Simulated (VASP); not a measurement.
# TiTe2 (P-3m1) in VASP: notebook

One crystal, TiTe2, is run at these levels: PBEsol; tasks: relaxation of shape and atoms at fixed volume.

Everything below comes from runs of VASP 6.6.1. Logs are shortened: lines on timing, memory, paths and dates and some standing lists are left out, and cuts for length are marked.

### Step 1. The undisturbed crystal

Symmetry: P-3m1, No. 164, trigonal system. Conventional cell: a = 3.777 Å, b = 3.777 Å, c = 6.498 Å, α = 90.00°, β = 90.00°, γ = 120.00°. Ti (site symmetry -3m) has 6 Te at 2.77 Å as nearest neighbours. Te (site symmetry 3m) has 3 Ti at 2.77 Å as nearest neighbours.

### Step 2. Relaxation of shape and atoms at fixed volume, PBEsol (a relaxed cell with its volume scaled by 0.96)

INCAR reads:

```
SYSTEM = TiTe2
  PREC = Accurate
  ENCUT = 600
  EDIFF = 1E-7
  ISMEAR = 1
  SIGMA = 0.1
  LREAL = .FALSE.
  LASPH = .TRUE.
  NELM = 80
  ALGO = Normal
  ISIF = 4
  LWAVE = .FALSE.
  LCHARG = .FALSE.
  GGA = PS
  IBRION = 2
  NSW = 40
  EDIFFG = -0.01
```

KPOINTS reads:

```
regular mesh
0
G
  12 12 6
  0 0 0
```

POSCAR reads:

```
TiTe2                                   
1.0
    3.6471932533      0.0000000000     -0.0000000000
   -1.8235966267      3.1585620098     -0.0000000000
    0.0000000000      0.0000000000      6.3485549723
  Ti              Te            
     1     2
Direct
     0.0000000000000000    1.0000000000000000    0.0000000000000000
     0.6666666667000030    0.3333333332999970    0.2677859823736157
     0.3333333332999970    0.6666666667000030    0.7322140176263843
```

Potentials or basis: VASP PAW PBE potentials, release 64 (Ti_sv, Te).

Run with:

```console
cat potpaw_PBE.64/Ti_sv/POTCAR potpaw_PBE.64/Te/POTCAR > POTCAR
mpirun -np 1 vasp_std > vasp.out
```

OUTCAR:

```text
SYSTEM = TiTe2
   PREC = Accurate
   ENCUT = 600
   EDIFF = 1E-7
   ISMEAR = 1
   LREAL = .FALSE.
   LASPH = .TRUE.
   NELM = 80
   ISIF = 4
   GGA = PS
   IBRION = 2
   NSW = 40
   EDIFFG = -0.01

 ion  position               nearest neighbor table
   1  0.000  0.000  0.000-   2 2.71   3 2.71   3 2.71   2 2.71   2 2.71   3 2.71
   2  0.667  0.333  0.268-   1 2.71   1 2.71   1 2.71   3 3.62   3 3.62   3 3.62
   3  0.333  0.667  0.732-   1 2.71   1 2.71   1 2.71   2 3.62   2 3.62   2 3.62

  LATTYP: Found a hexagonal cell.
 ALAT       =     3.6471932533
 C/A-ratio  =     1.7406686543

  Lattice vectors:

 A1 = (   3.6471932533,   0.0000000000,   0.0000000000)
 A2 = (  -1.8235966267,   3.1585620098,   0.0000000000)
 A3 = (   0.0000000000,   0.0000000000,   6.3485549723)

Analysis of symmetry for initial positions (statically):
=====================================================================
 Subroutine PRICEL returns:
 Original cell was already a primitive cell.

 Routine SETGRP: Setting up the symmetry group for a
 hexagonal supercell.

 Subroutine GETGRP returns: Found 12 space group operations
 (whereof 12 operations were pure point group operations)
 out of a pool of 24 trial point group operations.

The static configuration has the point symmetry D_3d.

Analysis of symmetry for dynamics (positions and initial velocities):
=====================================================================
 Subroutine PRICEL returns:
 Original cell was already a primitive cell.

 Routine SETGRP: Setting up the symmetry group for a
 hexagonal supercell.

 Subroutine GETGRP returns: Found 12 space group operations
 (whereof 12 operations were pure point group operations)
 out of a pool of 24 trial point group operations.

The dynamic configuration has the point symmetry D_3d.

 Subroutine INISYM returns: Found 12 space group operations
 (whereof 12 operations are pure point group operations),
 and found     1 'primitive' translations

----------------------------------------------------------------------------------------

                                     Primitive cell

  volume of cell :      73.1346

  direct lattice vectors                    reciprocal lattice vectors
     3.647193253  0.000000000  0.000000000     0.274183442  0.158299884  0.000000000
    -1.823596627  3.158562010  0.000000000     0.000000000  0.316599768  0.000000000
     0.000000000  0.000000000  6.348554972     0.000000000  0.000000000  0.157516160

  length of vectors
     3.647193253  3.647193253  6.348554972     0.316599768  0.316599768  0.157516160

  position of ions in fractional coordinates (direct lattice)
     0.000000000  0.000000000  0.000000000
     0.666666667  0.333333333  0.267785982
     0.333333333  0.666666667  0.732214018

  ion indices of the primitive-cell ions
   primitive index   ion index
                 1           1
                 2           2
                 3           3

----------------------------------------------------------------------------------------

 KPOINTS: regular mesh

Automatic generation of k-mesh.
 Grid dimensions read from file:
 generate k-points for:   12   12    6

 Generating k-lattice:

  Cartesian coordinates                     Fractional coordinates (reciprocal lattice)
     0.022848620  0.013191657  0.000000000     0.083333333  0.000000000  0.000000000
     0.000000000  0.026383314  0.000000000     0.000000000  0.083333333  0.000000000
     0.000000000  0.000000000  0.026252693     0.000000000  0.000000000  0.166666667

  Length of vectors
     0.026383314  0.026383314  0.026252693

  Shift w.r.t. Gamma in fractional coordinates (k-lattice)
     0.000000000  0.000000000  0.000000000

 Subroutine IBZKPT returns following result:
 ===========================================

 Found    100 irreducible k-points:

 Following reciprocal coordinates:
            Coordinates               Weight
  0.000000  0.000000  0.000000      1.000000
  0.083333 -0.000000  0.000000      6.000000
  0.166667 -0.000000  0.000000      6.000000
  0.250000 -0.000000  0.000000      6.000000
  0.333333  0.000000  0.000000      6.000000
  0.416667 -0.000000  0.000000      6.000000
[... 16 lines left out ...]
  0.166667 -0.000000  0.166667      6.000000
  0.000000  0.166667  0.166667      6.000000
 [... further k-points ...]
   k-points           NKPTS =    100   k-points in BZ     NKDIM =    100   number of bands    NBANDS=     16
   number of dos      NEDOS =    301   number of ions     NIONS =      3
   total plane-waves  NPLWV =  48600
   dimension x,y,z NGX =    30 NGY =   30 NGZ =   54
   dimension x,y,z NGXF=    60 NGYF=   60 NGZF=  108
   ions per type =               1   2
   NGX,Y,Z   is equivalent  to a cutoff of  13.67, 13.67, 14.14 a.u.
   NGXF,Y,Z  is equivalent  to a cutoff of  27.35, 27.35, 28.28 a.u.
 SYSTEM =  TiTe2
   PREC   = accura    normal or accurate (medium, high low for compatibility)
   ISTART =      0    job   : 0-new  1-cont  2-samecut
   ICHARG =      2    charge: 1-file 2-atom 10-const
   ISPIN  =      1    spin polarized calculation?
   LNONCOLLINEAR =      F non collinear calculations
   LSORBIT =      F    spin-orbit coupling
   LASPH  =      T    aspherical Exc in radial PAW
   ENCUT  =  600.0 eV  44.10 Ry    6.64 a.u.   7.28  7.28 12.68*2*pi/ulx,y,z
   NELM   =     80;   NELMIN=  2; NELMDL= -5     # of ELM steps
   EDIFF  = 0.1E-06   stopping-criterion for ELM
   LREAL  =      F    real-space projection
   EDIFFG = -.1E-01   stopping-criterion for IOM
   NSW    =     40    number of steps for IOM
   IBRION =      2    ionic relax: 0-MD 1-quasi-New 2-CG
   NFREE  =      1    steps in history (QN), initial steepest desc. (CG)
   ISIF   =      4    stress and relaxation
   ISYM   =      2    0-nonsym 1-usesym 2-fastsym
   POTIM  = 0.5000    time-step for ionic-motion
   TEBEG  =    0.0;   TEEND  =   0.0 temperature during run
   PSTRESS=    0.0 pullay stress
   NELECT =      24.0000    total number of electrons
   NUPDOWN=      -1.0000    fix difference up-down
   EMIN   =  10.00;   EMAX   =-10.00  energy-range for DOS
   EFERMI =   0.00;   METHOD = LEGACY
   ISMEAR =     1;   SIGMA  =   0.10  broadening in eV -4-tet -1-fermi 0-gaus
   EFERMI_NEDOS =   21; number of points for ismear=-14 and -15
   IALGO  =     38    algorithm
   IMIX   =      4    mixing-type and parameters
     AMIX     =   0.40;   BMIX     =  1.00
     AMIX_MAG =   1.60;   BMIX_MAG =  1.00
  volume/ion in A,a.u.               =      24.38       164.51
  Fermi-wavevector in a.u.,A,eV,Ry     =   1.129200  2.133879 17.348690  1.275093
  Thomas-Fermi vector in A             =   2.265893
   LORBIT       =      0    0 simple, 1 ext, 2 COOP (PROOUT), +10 PAW based schemes
   GGA     = PS    functional components
   LHFCALC =     F    Hartree Fock is set to
   AEXX    =    0.0000 exact exchange contribution
   IVDW    =     0    specifies the selected vdW correction
   LEPSILON=     F    determine dielectric tensor
   LRPA    =     F    only Hartree local field effects (RPA)
 conjugate gradient relaxation of ions
 non-spin polarized calculation
 Methfessel and Paxton  Order N= 1 SIGMA  =   0.10
  energy-cutoff  :      600.00
  volume of cell :       73.13
 maximum number of plane-waves:      2474
 NGX is ok and might be reduce to    30
   NGX = 15   NGY = 15   NGZ = 25

--------------------------------------- Ionic step        1  -------------------------------------------

 number of electron      23.9999996 magnetization

 Free energy of the ion-electron system (eV)
  ---------------------------------------------------
  ext. energy  EPLUGINS =         0.00000000
  ---------------------------------------------------
  free energy    TOTEN  =       -17.51253757 eV

  energy without entropy =      -17.51286725  energy(sigma->0) =      -17.51264746

------------------------ aborting loop because EDIFF is reached ----------------------------------------

  FORCE on cell =-STRESS in cart. coord.  units (eV):
  Direction    XX          YY          ZZ          XY          YZ          ZX
  --------------------------------------------------------------------------------------
  -------------------------------------------------------------------------------------
  Total        1.3864764      1.3864764      1.5390015     -0.0000000      0.0000000     -0.0000000
  in kB       30.3738611     30.3738611     33.7152631     -0.0000000      0.0000000     -0.0000000
  external PRESSURE =      31.4876618 kB  Pullay stress =       0.0000000 kB
[... 133 lines left out ...]
  energy  without entropy=      -17.5258570537  energy(sigma->0) =      -17.52547285

--------------------------------------- Ionic step        5  -------------------------------------------

 number of electron      23.9999997 magnetization

 Free energy of the ion-electron system (eV)
  ---------------------------------------------------
  ext. energy  EPLUGINS =         0.00000000
  ---------------------------------------------------
  free energy    TOTEN  =       -17.52578509 eV

  energy without entropy =      -17.52625836  energy(sigma->0) =      -17.52594284

 E-fermi :   7.8804     XC(G=0): -10.4654

 val. band max:        7.8793262759   @ k =   0.0000   0.4167   0.1667
 cond. band min:       7.9073317313   @ k =   0.3333   0.0000   0.0000
 fundamental gap:      0.0280054554
 Fermi energy:         7.8804282080

 k-point     1 :       0.0000    0.0000    0.0000
  band No.  band energies     occupation
      1     -49.1782      2.00000
      2     -25.5487      2.00000
      3     -25.5487      2.00000
      4     -25.5244      2.00000
      5      -5.1134      2.00000
      6      -3.2752      2.00000
[... 8 lines left out ...]
     15       9.2737     -0.00000
     16      11.0644      0.00000
[... 420 lines left out ...]
  band No.  band energies     occupation
      1     -49.1769      2.00000
      2     -25.5644      2.00000
      3     -25.5523      2.00000
      4     -25.5207      2.00000
      5      -4.6838      2.00000
      6      -3.2631      2.00000
[... 8 lines left out ...]
     15       9.2162     -0.00000
     16      10.8100      0.00000

 [... further k-points ...]
[... 5 lines left out ...]
  --------------------------------------------------------------------------------------
  -------------------------------------------------------------------------------------
  Total        0.8080080      0.8080080      0.8174844     -0.0000000      0.0000000     -0.0000000
  in kB       17.7012182     17.7012182     17.9088205     -0.0000000      0.0000000     -0.0000000
  external PRESSURE =      17.7704190 kB  Pullay stress =       0.0000000 kB
[... 18 lines left out ...]
  FREE ENERGIE OF THE ION-ELECTRON SYSTEM (eV)
  ---------------------------------------------------
  free  energy   TOTEN  =       -17.5257850874 eV

  energy  without entropy=      -17.5262583560  energy(sigma->0) =      -17.52594284

 reached required accuracy - stopping structural energy minimisation
```

Run time: 8.1 min. Hardware: 1 thread of Intel Xeon Platinum 8488C (Sapphire Rapids), shared host; peak memory 0.32 GiB.

Results:

| Item | Value |
| --- | --- |
| Free energy | -17.5258 eV |
| Energy gained by relaxing | 4.4 meV/atom |
| Ionic steps | 5 |
| Pressure after relaxing | 1.8 GPa |
| Largest force after relaxing | 0.004 eV/Å |
| Band gap on the k mesh | none (metal or under the smearing width) |

Forces on the atoms (eV/Å):
```
Ti   0.000  0.000  0.000
Te   0.000  0.000  0.004
Te   0.000  0.000 -0.004
```

Step by step:
```tsv
step	energy change (eV)	largest force (eV/Å)	pressure (GPa)
1	0.0000	0.3718	3.15
2	-0.0095	0.1605	2.42
3	-0.0114	0.0189	1.93
4	-0.0127	0.0123	1.86
5	-0.0132	0.0037	1.78
```

Final structure:
```yaml
crystal:
  lattice:
    - [3.65900, 0.00000, 0.00000]
    - [-1.82950, 3.16879, 0.00000]
    - [0.00000, 0.00000, 6.30765]
  atoms:
    - { symbol: Ti, position: [0.00000, 0.00000, 0.00000] }
    - { symbol: Te, position: [0.66667, 0.33333, 0.27360] }
    - { symbol: Te, position: [0.33333, 0.66667, 0.72640] }
```

Caveat: the PAW data sets were made with another functional, which shifts forces and pressure a little; this functional lacks dispersion, which binds the layers, so the pressure and a relaxed spacing across them are unreliable.

(Continued in part 2 of 2.)
